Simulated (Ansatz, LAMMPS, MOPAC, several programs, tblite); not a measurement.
Energy against volume for TlBr, CsCl type, at fixed shape and fractional coordinates, computed by several methods (PBE and r2SCAN, where shown, with plane waves in Ansatz); the cell shown is that of r2SCAN. Space group Pm-3m (No. 221), cubic; a = 3.995 Å in the conventional setting, 31.88 Å³ an atom. Tl has 8 Br at 3.46 Å; Br has 8 Tl at 3.46 Å. No spin polarisation and no zero-point or thermal motion. Energies count from each curve's lowest point; fits are third-order Birch-Murnaghan.

```
CELL_PARAMETERS angstrom
3.99491 0.00000 0.00000
0.00000 3.99491 0.00000
0.00000 0.00000 3.99491
ATOMIC_POSITIONS crystal
Tl 0.00000 0.00000 0.00000
Br 0.50000 0.50000 0.50000
```

PM7 (MOPAC), on the shape of the cell shown, as a cluster of 54 atoms at the zone centre:
```
V (Å³/atom)  E (meV/atom)
     28.053          0.00
     29.965         45.75
     31.878        100.16
     33.791        158.10
     35.703        229.06
```
The lowest point is an end point, so the minimum isn't bracketed.

PBE, on the shape of its own relaxed cell:

| V (Å³/atom) | E (meV/atom) |
| --- | --- |
| 31.272 | 8.57 |
| 32.270 | 2.06 |
| 33.268 | 0.00 |
| 34.266 | 1.66 |
| 35.264 | 6.38 |

V₀ = 33.29 Å³ an atom and B₀ = 20 GPa.

GFN2-xTB (tblite), on the shape of the cell shown, as a cluster of 54 atoms at the zone centre:
```tsv
V (Å³/atom)	E (meV/atom)
28.053	0.00
29.965	22.81
31.878	63.92
33.791	140.39
35.703	218.76
```
The lowest point is an end point, so the minimum isn't bracketed.

GFN1-xTB (tblite), on the shape of the cell shown, as a cluster of 54 atoms at the zone centre:

| V (Å³/atom) | E (meV/atom) |
| --- | --- |
| 28.053 | 13.27 |
| 29.965 | 0.00 |
| 31.878 | 25.46 |
| 33.791 | 65.76 |
| 35.703 | 132.82 |

The points scatter about a smooth fit, a numerical artefact, so no fit is quoted.

TlBr_msw.poly (LAMMPS), on the shape of its own relaxed cell:

| V (Å³/atom) | E (meV/atom) |
| --- | --- |
| 29.744 | 7.74 |
| 30.693 | 2.12 |
| 31.642 | 0.00 |
| 32.592 | 2.53 |
| 33.541 | 11.48 |

The fit gives a pressure derivative B′ of -10.3, outside the usual 2 to 7: a trait of the method or a rough curve, so no modulus is quoted.
